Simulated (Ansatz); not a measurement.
ZnS, space group R3m: an equation of state with a fit, run with the Python package of Ansatz (0.2.0).

Script `eos_zns.py`:
```python
"""Equation of state of ZnS."""

from dataclasses import dataclass

import ansatz as az
import numpy as np


@dataclass
class Settings:
    xc: str = "pbesol"
    smearing: str = "fixed"
    max_iterations: int = 100
    kgrid: tuple[int, ...] = (6, 6, 6)


cfg = Settings()

VECTORS = np.array([
    [1.903071, 1.098739, 9.351948],
    [-1.903071, 1.098739, 9.351948],
    [0.0, -2.197477, 9.351948],
])
SITES = [
    ("Zn", (0.999971, 0.999971, 0.999971)),
    ("Zn", (0.222269, 0.222269, 0.222269)),
    ("Zn", (0.444613, 0.444613, 0.444613)),
    ("S", (0.083267, 0.083267, 0.083267)),
    ("S", (0.527842, 0.527842, 0.527842)),
    ("S", (0.305363, 0.305363, 0.305363)),
]


def make_crystal(cell):
    crystal = az.Crystal(lattice=az.Lattice.of(cell))
    for symbol, position in SITES:
        crystal = crystal.atom(symbol, position)
    return crystal

# scale the volume, keep shape and fractions
volumes, energies = [], []
for scale in np.linspace(0.94, 1.06, 7):
    cell = VECTORS * scale ** (1 / 3)
    job = (
        make_crystal(cell).calculation()
        .functional(cfg.xc)
        .basis(18 * az.Ha)
        .accuracy("medium")  # preset for grids and thresholds
        .occupations(cfg.smearing)  # no smearing
        .scf(max_iterations=cfg.max_iterations)
        .kpoints(*cfg.kgrid)  # sampling of the Brillouin zone
    )
    rep = job.run(threads=1).report
    volumes.append(abs(np.linalg.det(cell)) / len(SITES))
    energies.append(rep["free_energy_ev"] / len(SITES))
    print(f"V = {volumes[-1]:8.4f} A^3/atom  F = {energies[-1]:.5f} eV/atom")

# third-order Birch-Murnaghan: a cubic in V^(-2/3)
x = np.array(volumes) ** (-2 / 3)
poly = np.polynomial.Polynomial.fit(x, energies, 3).convert()
roots = poly.deriv().roots()
x0 = min((r.real for r in roots if abs(r.imag) < 1e-9 and poly.deriv(2)(r.real) > 0), key=lambda r: abs(r - x.mean()))
v0 = x0 ** -1.5
b0 = 4 / 9 * poly.deriv(2)(x0) * v0 ** (-7 / 3) * 160.21766
b1 = 4 + 2 / 3 * x0 * poly.deriv(3)(x0) / poly.deriv(2)(x0)
print(f"V0 = {v0:.4f} A^3/atom, B0 = {b0:.1f} GPa, dB/dP = {b1:.2f}")
```

Its results, one of them left out:

| V (Å³/atom) | F less the lowest row shown (meV/atom) |
| --- | --- |
| 18.381 | 9.70 |
| 18.773 | 2.63 |
| 19.164 | 0.00 |
| 19.555 | ? |
| 19.946 | 6.24 |
| 20.337 | 14.33 |
| 20.728 | 25.27 |

What is the missing energy at 19.555 Å³ an atom?

A third-order Birch-Murnaghan fit, E = E0 + (9 V0 B0 / 16) [(t - 1)³ B' + (t - 1)² (6 - 4t)] with t = (V0/V)^(2/3), through the 6 rows shown gives V0 = 19.220 Å³, B0 = 78.7 GPa, B' = 4.45 and E0 = -0.04 meV. At V = 19.555 Å³, t = 0.98856, and the fit interpolates to 1.34 meV. The run gave 1.34 meV, a miss of 0.00 meV.

The settings weren't tested for convergence. Shape and fractional positions are held along the curve, so the bulk modulus is an upper value where they are free to relax. The structure comes from a database of computed cells and needn't be a stable or known phase. Timing: 49 s on 1 thread of Intel(R) Xeon(R) Processor @ 2.30GHz, on a shared host, peak memory 0.59 GiB.
